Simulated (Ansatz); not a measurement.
Crystal: Sb.

```
Sb
1.0
    -1.87134    1.87134    1.87134
     1.87134   -1.87134    1.87134
     1.87134    1.87134   -1.87134
Sb
1
Direct
  0.00000 0.00000 0.00000
```

This isn't the form of Sb at room conditions, which is rhombohedral.

| Property | Result |
| --- | --- |
| Program | Ansatz 0.2.0 |
| Task | relaxation of cell and atoms |
| Functional | PBEsol |
| Dispersion | D4 |
| Potentials or basis | Ansatz PAW |
| Cutoff | 420 eV (not typed: the program's choice for these potentials) |
| k mesh | 10 × 10 × 10 |
| Occupations | fermi-dirac, width 0.05 eV |
| Spin | no spin polarisation |

At the start: volume 26.21 Å³/atom.

How do energy, volume and symmetry change on relaxing?

It ends after 4 steps and the volume is 25.46 Å³/atom (-2.9 %); space group Im-3m (No. 229, to 0.05 Å).

Step by step:
```csv
step,energy change (eV),largest force (eV/Å),volume (Å³)
1,0.0000,0.0000,26.21
2,-0.0042,0.0000,25.10
3,-0.0052,0.0000,25.46
4,-0.0050,0.0000,25.46
```

Final structure:
```
Sb
1.0
    -1.85321    1.85321    1.85321
     1.85321   -1.85321    1.85321
     1.85321    1.85321   -1.85321
Sb
1
Direct
  0.00000 0.00000 0.00000
```

Caveat: the plane-wave basis is chosen anew once the cell has moved, so the energies of steps on either side of that aren't comparable; pairwise dispersion overbinds metals, which lowers pressure and volume; the PAW data sets come from PBE, with cores solved anew for the run's functional, which leaves a small shift of forces and pressure.
